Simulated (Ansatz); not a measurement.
Runs of Ansatz 0.2.0 on Ge. It takes space group Cmcm (No. 63, orthorhombic). Conventional cell: a = 2.976 Å, b = 5.189 Å, c = 4.728 Å, α = 90.00°, β = 90.00°, γ = 90.00°. Ge (site symmetry m2m) is surrounded by 12 Ge at 2.92 to 2.99 Å. This isn't the form of Ge at room conditions, which is diamond.

```csv
task,level,spin,cell,k mesh,points for each segment of the path,atoms under strain,gap on the mesh (eV),pressure (GPa),relaxed volume (Å³/atom)
relaxation of cell and atoms,BLYP,off,relaxed,10 × 10 × 6,-,-,none,0.0,21.46
band structure,PBEsol,"SOC, no magnetisation",as given,7 × 7 × 5,14,-,none,0.4,-
band structure,PBEsol,off,as given,10 × 10 × 6,14,-,none,(a),-
elastic constants,PBEsol,off,as given,7 × 7 × 5,-,relaxed,none,0.4,-
relaxation of cell and atoms,PBEsol,off,relaxed,10 × 10 × 6,-,-,none,0.0,18.36
```

Alike in all rows: potentials or basis Ansatz PAW; cutoff (eV) 420; smearing fermi-dirac 0.05 eV.

Estimate the missing entries.

(a) 0.5.

Caveats: the PAW data sets come from PBE, with cores solved anew for the run's functional, which leaves a small shift of forces and pressure; the plane-wave basis is chosen anew once the cell has moved, so the energies of steps on either side of that aren't comparable (some runs); the volume moved by over 15 % at a fixed basis, so the end points are rough (some runs); the elastic tensor has a negative eigenvalue, so either the cell is unstable as it stands or the mesh is too thin (some runs).

A k mesh can miss the band edges, and rows without SOC leave out spin-orbit coupling on Ge.

A gap of «none» marks a metal or a gap under the smearing width.

Runs at the PBE level aren't shown here.
